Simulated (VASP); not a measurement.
Write the native input for VASP 6.6.1 that does the following.

```
Task                   : relaxation of cell and atoms
Functional             : PBEsol
Potentials or basis    : VASP PAW PBE potentials, release 64 (B, N)
Cutoff                 : 600 eV
k mesh                 : 14 × 14 × 14
Occupations            : gaussian, width 0.03 eV
Spin                   : no spin polarisation
Further INCAR settings : ALGO = Normal; EDIFF = 1e-07; IBRION = 2; EDIFFG = -0.005; NSW = 90; ISIF = 3
```

The structure of BN (Qingsongite) lies in POSCAR:

```
BN                                      
1.0
    0.0000000000      1.8033209052      1.8033209052
    1.8033209052      0.0000000000      1.8033209052
    1.8033209052      1.8033209052     -0.0000000000
  B               N             
     1     1
Direct
     0.0000000000000000    0.0000000000000000    0.0000000000000000
     0.2500000000000000    0.2500000000000000    0.2500000000000000
```

These files were run (other wordings do the same):

INCAR

```
SYSTEM = BN
ALGO     = Normal         ! electronic algorithm
EDIFF    = 1E-7           ! SCF threshold, eV
EDIFFG   = -0.005         ! ionic threshold
ENCUT    = 600            ! plane-wave cutoff, eV
GGA      = PS             ! functional
IBRION   = 2              ! ionic algorithm
ISIF     = 3              ! what is computed and relaxed
ISMEAR   = 0              ! smearing method
LASPH    = .True.         ! aspherical terms in the spheres
LCHARG   = .False.        ! write CHGCAR
LREAL    = .False.        ! projectors in reciprocal space
LWAVE    = .False.        ! write WAVECAR
NELM     = 80             ! most SCF steps
NSW      = 90             ! ionic steps
PREC     = Accurate       ! precision mode
SIGMA    = 0.03           ! smearing width, eV
```

KPOINTS

```
k-points
0
Gamma
  14 14 14
  0 0 0
```

Potentials or basis: VASP PAW PBE potentials, release 64 (B, N).

Command:

```console
$ cat potpaw_PBE.64/B/POTCAR potpaw_PBE.64/N/POTCAR > POTCAR
$ mpirun -np 1 vasp_std > vasp.out
```

Results of the run:

The pressure after relaxing is 0.0 GPa and the band gap on the k mesh is 4.28 eV, indirect (least direct gap 8.79 eV).

Caveat: the relaxation stopped at its first step, so nothing moved; the PAW data sets were made with another functional, which shifts forces and pressure a little.

Run time: 6.5 s on 1 thread of Intel(R) Xeon(R) Platinum 8488C (Sapphire Rapids), with other jobs on the host, peak memory 0.12 GiB.
